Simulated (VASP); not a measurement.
# PbS (Galena): core levels with PBEsol

Crystal: PbS (Galena).

```
Pb S
1.0
     0.00000    2.96575    2.96575
     2.96575    0.00000    2.96575
     2.96575    2.96575    0.00000
Pb S
1 1
Cartesian
  0.0000 0.0000 0.0000
  2.9657 2.9657 2.9657
```

- Program: VASP 6.6.1
- Task: core levels
- Functional: PBEsol
- Potentials or basis: VASP PAW PBE potentials, release 64 (Pb_d, S)
- Cutoff: 520 eV
- k mesh: 8 × 8 × 8
- Occupations: gaussian, width 0.02 eV
- Spin: no spin polarisation
- Further INCAR settings: ALGO = Fast; EDIFF = 1e-06

| Item | Value |
| --- | --- |
| Pressure | -0.9 GPa |
| Band gap on the k mesh | 0.25 eV, direct |

Levels at points of the mesh, in eV from the valence-band top:
```tsv
k point	band 8	band 9	band 10	band 11	band 12	band 13
(0.00, 0.00, 0.00)	-2.17	-2.17	-2.17	5.16	5.16	5.16
(0.50, 0.00, 0.00)	-1.77	-1.77	0.00	0.25	1.90	1.90
(0.50, 0.50, 0.00)	-5.25	-3.46	-3.46	3.72	5.53	5.64
```

Core levels (eV, on the scale of the bands):
```
atom                                                                                                                                      levels
1 Pb  1s -88081.8, 2s -15743.3, 2p -13498.0, 3s -3771.5, 3p -3128.1, 3d -2473.1, 4s -846.0, 4p -635.3, 4d -391.6, 4f -122.7, 5s -133.9, 5p -75.6
 2 S                                                                                                            1s -2393.7, 2s -199.7, 2p -144.5
```

Wall time 22 s on 1 thread of Intel(R) Xeon(R) Platinum 8488C (Sapphire Rapids) (shared host), peak memory 0.18 GiB.

Caveat: the PAW data sets were made with another functional, which shifts forces and pressure a little; spin-orbit coupling is left out, which as a rule narrows the gap of such compounds by several tenths of an eV. A k mesh can miss the band edges.
